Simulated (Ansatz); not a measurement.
Crystal: Ga.

```xyz
2
Lattice="1.3830 -4.0265 0.0000 1.3830 4.0265 0.0000 -0.1174 0.0000 3.3299" Properties=species:S:1:pos:R:3 pbc="T T T"
Ga    1.2949    2.9716    2.4974
Ga    1.3536   -2.9716    0.8325
```

This isn't the form of Ga at room conditions, which is orthorhombic.

Base run:

```yaml
Program: Ansatz 0.2.0
Functional: PBEsol
Potentials_or_basis: Ansatz PAW
Cutoff: "420 eV (not typed: the program's choice for these potentials)"
k_mesh: 10 × 10 × 8
Occupations: fermi-dirac, width 0.05 eV
Spin: no spin polarisation
```

Its results: band gap on the k mesh none (metal or under the smearing width); pressure -2.0 GPa; largest force 0.197 eV/Å.

Task: The run is repeated on the same cell with these changes: functional from PBEsol to RPBE. What comes out?

Result: Band gap on the k mesh none (metal or under the smearing width); pressure 3.6 GPa; largest force 0.210 eV/Å.

RPBE binds less tightly than PBEsol, so the same cell stands under more pressure.

Caveats: the PAW data sets come from PBE, with cores solved anew for the run's functional, which leaves a small shift of forces and pressure.
